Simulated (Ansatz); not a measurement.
Response to strain in InCuS2

Start from InCuS₂ in the chalcopyrite structure (space group I-42d, No. 122; a = 5.577 Å, c = 11.234 Å). Axes: x, y, z lie along a, b, c of the conventional cell.

Strains are applied to the cell and any free atomic positions relax; under biaxial strain the out-of-plane vector relaxes too.

All numbers come from PBE, PAW, 420 eV (Ansatz, a program for electronic structure; without spin-orbit coupling).

Notes on the quantities. energy relative to the base: free energy F; pressure: mean of the normal stresses, compression positive.

```tsv
case	energy relative to the base	volume per atom	pressure	band gap
base	0 meV/atom	21.84 Å³	0.0 GPa	zero
biaxial strain −2.11 %, plane normal [001], relaxed out of plane	(withheld)	(withheld)	(withheld)	zero
biaxial strain −0.25 %, plane normal [001], relaxed out of plane	+0.1 meV/atom	21.80 Å³	0.1 GPa	zero
biaxial strain +0.72 %, plane normal [001], relaxed out of plane	+0.5 meV/atom	21.95 Å³	-0.3 GPa	zero
biaxial strain +4.73 %, plane normal [001], relaxed out of plane	+19 meV/atom	22.48 Å³	-1.9 GPa	zero
isotropic strain −5.41 %	+144 meV/atom	18.48 Å³	16.2 GPa	0.42 eV
isotropic strain +0.93 %	+3.3 meV/atom	22.45 Å³	-1.7 GPa	zero
isotropic strain +1.10 %	+4.6 meV/atom	22.57 Å³	-2.0 GPa	zero
isotropic strain +2.40 %	+21 meV/atom	23.45 Å³	-3.9 GPa	zero
tensor shear ε_xz = −1.85 %	+3.5 meV/atom	21.83 Å³	0.0 GPa	zero
```

Task: Complete the table.

Result: 
- biaxial strain −2.11 %, plane normal [001], relaxed out of plane, energy relative to the base: +4.3 meV/atom
- biaxial strain −2.11 %, plane normal [001], relaxed out of plane, volume per atom: 21.49 Å³
- biaxial strain −2.11 %, plane normal [001], relaxed out of plane, pressure: 1.0 GPa

A case with no gap was solved on a k-mesh chosen for an insulator, which is coarse for it. Whether these cells are dynamically stable was not tested. The final runs are not spin-polarised. Gaps under 0.05 eV, about the width of the smearing, are given as zero. The zero or small gap of InCuS2 can change with the level of theory.
